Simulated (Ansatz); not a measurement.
NaH under changes of volume

One of the cells (14.527 Å³/atom); the others are scaled copies at fixed shape and fractional positions:

```
CELL_PARAMETERS angstrom
0.00000 2.44000 2.44000
2.44000 0.00000 2.44000
2.44000 2.44000 0.00000
ATOMIC_POSITIONS crystal
Na 0.00000 0.00000 0.00000
H 0.50000 0.50000 0.50000
```

| Property | Result |
| --- | --- |
| Program | Ansatz 0.2.0 |
| Functional | PBEsol |
| Potentials or basis | all-electron LAPW, scalar-relativistic |
| Cutoff | 151 eV (chosen from the basis error) |
| Basis error allowed | 0.001 eV/atom |
| k mesh | 9 × 9 × 9 |
| Occupations | fermi-dirac, width 0.05 eV |
| Spin | no spin polarisation |

| volume (Å³/atom) | energy over the lowest point (meV/atom) | pressure (GPa) | gap on the mesh (eV) |
| --- | --- | --- | --- |
| 13.655 | 0.00 | 0.2 | 3.93 |
| 13.946 | 0.15 | -0.3 | 3.89 |
| 14.236 | 1.16 | -0.8 | 3.86 |
| 14.527 | ? | ? | ? |
| 14.817 | 5.45 | -1.6 | 3.79 |
| 15.108 | 8.58 | -1.9 | 3.76 |
| 15.398 | 12.30 | -2.2 | 3.72 |

Problem. What does the run at 14.527 Å³/atom give?

Solution. Energy over the lowest point 2.95 meV/atom; pressure -1.2 GPa; gap on the mesh 3.82 eV.

Worked out: A Birch-Murnaghan fit of order 3 (a polynomial in V^(-2/3)) to the other rows has its minimum at 13.75 Å³/atom with B0 = V·E''(V) = 24 GPa and B' = 3.7. It gives 2.95 meV/atom at 14.527 Å³/atom, against the run's 2.95, and -dE/dV = -1.2 GPa, against -1.2. A straight line through the other rows of the gap, of slope -1.71 eV per unit of ln V, gives 3.82 eV, against the run's 3.82.

Energies are extrapolated to zero smearing.

Caveats: an odd mesh through Γ misses points on the zone boundary, where band edges often lie.
